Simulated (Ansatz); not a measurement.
input.yaml

```yaml
crystal:
  lattice:
    - [3.8218892929, 0.0, 0.0]
    - [-1.9109446464, 3.3098532181, 0.0]
    - [0.0, 0.0, 7.422820832]
  atoms:
    - { symbol: "N", position: [0.3333333333, 0.6666666667, 0.3242381484] }
    - { symbol: "N", position: [0.3333333333, 0.6666666667, 0.1757618516] }
    - { symbol: "N", position: [0.6666666667, 0.3333333333, 0.8242381484] }
    - { symbol: "N", position: [0.6666666667, 0.3333333333, 0.6757618516] }
basis:
  ecutwfc: 420
kpoints:
  mp_grid: { grid: [9, 9, 4] }
  band_path:
    path:
      - [[0.0, 0.0, 0.0], [0.5, 0.0, 0.0], [0.33333333, 0.33333333, 0.0], [0.0, 0.0, 0.0], [0.0, 0.0, 0.5], [0.5, 0.0, 0.5], [0.33333333, 0.33333333, 0.5], [0.0, 0.0, 0.5]]
      - [[0.5, 0.0, 0.5], [0.5, 0.0, 0.0]]
      - [[0.33333333, 0.33333333, 0.5], [0.33333333, 0.33333333, 0.0]]
    npoints: 14
hamiltonian:
  xc: pbe
  dispersion: d3bj
scf:
  occupations: { method: gaussian, width: 0.02 }
  n_extra_bands: 10
output:
  forces: true
  stress: true
  eigenvalues: true
  populations: true
  dos: { projected: true, de: 0.02, nscf_kmesh: { grid: [14, 14, 6] } }
  bader: true
  write_density: true
  write_potential: true
  elf: true
  volumetric_format: npy
```

Run as
```bash
ansatz run input.yaml --threads 1 --pin off --max-ram 2560MiB --backend cpu --events-out ev --progress --plain --runs-dir out
```

Theory: Ansatz, DFT PBE+D3(BJ), scalar-relativistic, plane waves, PAW.

Abridged output:

```
scf.n_extra_bands = 10 over 10 filled bands (N_el = 20.0): the run solves 20 bands
Pseudopotentials: kind: paw
Pseudopotential: N, paw, valence charge 5, recommended cutoff 420 eV (normal)
Functional definition: PBE
Crystal: 4 atoms, lattice volume = 93.898 Å³
Basis set: ecut = 420 eV, 1813 PW (Γ), exchange–correlation on 54×54×100 points (8 copies of the dense FFT grid, shifted against one another)
Bands: 20, of which v1, the nominal top of the filled ones, is band 10 counted from 1 (9 counted from 0)
Symmetry: 24 space group operations
Space group: P63/mmc (ITA 194), of the structure as read, at distance tolerance 4.5e-5 Å
k-points: 36 of 324
Initial density: superposition of atomic densities (neutral atoms: chi_scale 0, normalization atom), corrected by the library's trained network
Initial wavefunctions: pseudopotential atomic-orbital guess
Functional: x = pbe(κ = 0.804, μ = 0.21951497), c = pbe(β = 0.06672455)
SCF iter   1: F=—  HF=-1536.247166 eV  |F-HF|=—  |Δ(HF+E_count)|=         —  Δρ=4.45e-3  dr2=1.95e-2  ethr=1.77e-3  ⟨swp⟩=6.1  Hψ=3740  notcnv=0  defer=1
SCF iter   2: F=—  HF=-1536.256468 eV  |F-HF|=—  |Δ(HF+E_count)|=   9.30e-3  Δρ=1.74e-3  dr2=2.54e-3  ethr=9.76e-5  ⟨swp⟩=3.0  Hψ=1467  notcnv=0  defer=191
SCF iter   3: F=—  HF=-1536.257292 eV  |F-HF|=—  |Δ(HF+E_count)|=   8.24e-4  Δρ=5.12e-4  dr2=1.52e-4  ethr=1.27e-5  ⟨swp⟩=2.1  Hψ=985  notcnv=0  defer=191
SCF iter   4: F=—  HF=-1536.257393 eV  |F-HF|=—  |Δ(HF+E_count)|=   1.01e-4  Δρ=4.17e-5  dr2=6.98e-7  ethr=7.62e-7  ⟨swp⟩=2.2  Hψ=918  notcnv=0  defer=191
SCF iter   5: F=—  HF=-1536.257513 eV  |F-HF|=—  |Δ(HF+E_count)|=   1.19e-4  Δρ=7.23e-6  dr2=2.04e-8  ethr=5.00e-10  ⟨swp⟩=11.3  Hψ=4787  notcnv=0
SCF iter   6: F=-1536.257513 eV  HF=-1536.257513 eV  |F-HF|=1.09e-10  |Δ(HF+E_count)|=   2.92e-8  Δρ=8.63e-7  dr2=4.73e-10  ethr=1.02e-10  ⟨swp⟩=5.5  Hψ=3315  notcnv=0
SCF 1 converged in 6 iterations: F = -1536.257513 eV  dr2 = 4.73e-10
SCF converged after 6 iterations
Free energy (F): -1536.257513 eV
Harris-Foulkes:  -1536.257513 eV  (|F-HF|=1.09e-10)
Internal energy: -1536.257513 eV  (E = F + TS)
E sigma→0 (E₀):  -1536.257513 eV
Fermi energy:    -2.029336 eV
--- Per-component energies (eV) ---
  E_band       = -215.067298
  E_kinetic    = 501.446192
  E_local      = -1513.573620  (includes V_loc(G=0)·N_el)
  E_nonlocal   = 192.010674
  E_hartree    = 486.750003
  E_xc         = -230.370290
  E_vxc        = -291.369276  (∫ρ·V_xc dr)
  E_paw        = -509.331374  (= ΣΔE_a)
  E_vpaw       = -77.081343  (= ΣTr[D̂ρ^β])
  E_aug_tail   = 0.000342  (compensation charges beyond the density's cutoff)
  E_ewald      = -462.983630
  E_disp       = -0.205809  (pairwise vdW)
  E_smearing   =  0.000000  (= −TS)
--- Forces (eV/Å), atoms counted from 1 ---
  atom   1  N      0.00000000     0.00000000     0.00124154
  atom   2  N      0.00000000     0.00000000    -0.00124154
  atom   3  N      0.00000000     0.00000000     0.00124154
  atom   4  N      0.00000000     0.00000000    -0.00124154
--- Stress (GPa, compression-positive) ---
       -0.017339       0.000000       0.000000
        0.000000      -0.017339       0.000000
        0.000000       0.000000       0.036641
  P = ⅓ Tr σ = 0.0007 GPa (0.007 kbar)
--- Band table (eV; the first three rows and the last of 36) ---
  k-point 0: bands = ["-23.9332", "-23.9113", "-9.7184", "-8.9748", "-7.1240", "-7.1240", "-7.0611", "-7.0611", "-6.7025", "-5.5943", "2.5291", "2.5291", "2.8575", "2.8575", "4.9142", "5.4441", "6.9119", "11.4410", "12.2962", "12.2962"]
  k-point 1: bands = ["-23.9300", "-23.9146", "-9.6335", "-9.1195", "-7.1151", "-7.1151", "-7.0705", "-7.0705", "-6.5075", "-5.7354", "2.5753", "2.5753", "2.8074", "2.8074", "4.9323", "5.2455", "7.4672", "10.1843", "12.4277", "12.4277"]
  k-point 2: bands = ["-23.9224", "-23.9224", "-9.4037", "-9.4037", "-7.0930", "-7.0930", "-7.0930", "-7.0930", "-6.0971", "-6.0971", "2.6893", "2.6893", "2.6893", "2.6893", "5.0235", "5.0235", "8.6794", "8.6794", "12.7405", "12.7405"]
  k-point 35: bands = ["-23.8806", "-23.8806", "-9.2088", "-9.2088", "-7.4502", "-7.4502", "-7.4275", "-7.4275", "-5.8849", "-5.8849", "2.0622", "2.0622", "2.1652", "2.1652", "7.7193", "7.7193", "7.8099", "7.8099", "11.7892", "11.7892"]
--- Löwdin populations: 4 sites ---
  site symbol q [e]
     0      N      4.9100
     1      N      4.9100
     2      N      4.9100
     3      N      4.9100
  spilling = 0.018005 (of n_electrons = 20.000000)
--- Bader charges: 4 sites ---
  site symbol charge [e]  shift [e]
     0      N      0.0000     0.0000
     1      N      0.0000     0.0000
     2      N      0.0000     0.0000
     3      N      0.0000     0.0000
  estimated error of the sums over rays = 8.9e-6 e
```

The calculation finished and met its thresholds.

The run took 41 s on 1 thread of Arm Neoverse V1, on a shared host, peak memory 0.37 GiB.